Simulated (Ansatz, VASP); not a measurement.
**Two plane-wave programs on HfO2**

```
Hf O
1.0
     0.00000    2.55420    2.55420
     2.55420    0.00000    2.55420
     2.55420    2.55420    0.00000
Hf O
1 2
Direct
  0.00000 0.00000 0.00000
  0.25000 0.25000 0.25000
  0.75000 0.75000 0.75000
```

Alike in both runs: task single point; functional r2SCAN; k mesh 8 × 8 × 8; occupations gaussian, width 0.02 eV; no spin polarisation.

|  | VASP | Ansatz |
| --- | --- | --- |
| version | VASP 6.6.1 | Ansatz 0.2.0 |
| potentials or method | VASP PAW PBE potentials, release 64 (Hf_pv, O) | scalar-relativistic, plane waves, PAW |
| plane-wave cutoff (eV) | 520 | 500 |
| valence electrons in the cell | 22 | 38 |

VASP gave:

* gap on the k mesh at the Fermi level (eV): 4.23
* least direct gap on the mesh (eV): 4.23
* pressure (GPa): -11.1

Q: Which values does Ansatz return?

A: gap on the k mesh at the Fermi level (eV): 4.22; least direct gap on the mesh (eV): 4.22; pressure (GPa): -7.5.

The two sets of potentials don't hold the same shells in valence.

Caveats: the PAW data sets were made with another functional, which shifts forces and pressure a little (VASP); spin-orbit coupling is left out, which moves the levels of the heavy elements. A k mesh can miss the band edges. r2SCAN opens gaps a little over a GGA but as a rule still falls short of measured ones.
